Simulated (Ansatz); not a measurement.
## PbI2: frozen-core PAW against all-electron methods

```yaml
crystal:
  lattice:
    - [4.67729, 0.00000, 0.00000]
    - [-2.33864, 4.05065, 0.00000]
    - [0.00000, 0.00000, 7.84964]
  atoms:
    - { symbol: Pb, position: [0.00000, 0.00000, 0.00000] }
    - { symbol: I, position: [0.33333, 0.66667, 0.23662] }
    - { symbol: I, position: [0.66667, 0.33333, 0.76338] }
```

Atoms are numbered in the order listed.

The structure comes from a relaxation in the same program, started in the CdI2 type, and has space group P-3m1. Whether it is a known phase or the ground state wasn't checked.

No spin–orbit coupling, which matters for the heavy atoms here.

Levels of theory: DFT, PBE, PAW with Ansatz's default frozen-core files, scalar-relativistic (Ansatz 0.2.0); DFT, PBE, all-electron LAPW, scalar-relativistic (Ansatz 0.2.0).

For PAW: a Γ-centred 11×11×6 k mesh, Fermi–Dirac smearing of 0.03 eV, cutoff 420 eV, no spin polarisation. LAPW targets a basis error of 1 meV/atom. The Ansatz runs share mesh, smearing and spin set-up. Plane-wave (PAW) pressures include the program's estimate of the Pulay term.

Stress and pressure are positive in compression.

Levels count from the top of the valence band.

PAW results:

```json
{"quantity": "pressure (GPa)", "PAW": "-0.01"}
{"quantity": "band gap (eV)", "PAW": "2.435"}
{"quantity": "highest filled level at K (eV)", "PAW": "-0.194"}
{"quantity": "lowest empty level at K (eV)", "PAW": "4.215"}
{"quantity": "highest filled level at M (eV)", "PAW": "-0.368"}
{"quantity": "lowest empty level at M (eV)", "PAW": "3.177"}
{"quantity": "highest filled level at A (eV)", "PAW": "-0.121"}
{"quantity": "lowest empty level at A (eV)", "PAW": "2.435"}
```

Task: What does full-potential LAPW give for the same quantities?

Result: 
```json
{"quantity": "pressure (GPa)", "LAPW": "0.00"}
{"quantity": "band gap (eV)", "LAPW": "2.434"}
{"quantity": "highest filled level at K (eV)", "LAPW": "-0.194"}
{"quantity": "lowest empty level at K (eV)", "LAPW": "4.215"}
{"quantity": "highest filled level at M (eV)", "LAPW": "-0.368"}
{"quantity": "lowest empty level at M (eV)", "LAPW": "3.177"}
{"quantity": "highest filled level at A (eV)", "LAPW": "-0.121"}
{"quantity": "lowest empty level at A (eV)", "LAPW": "2.434"}
```
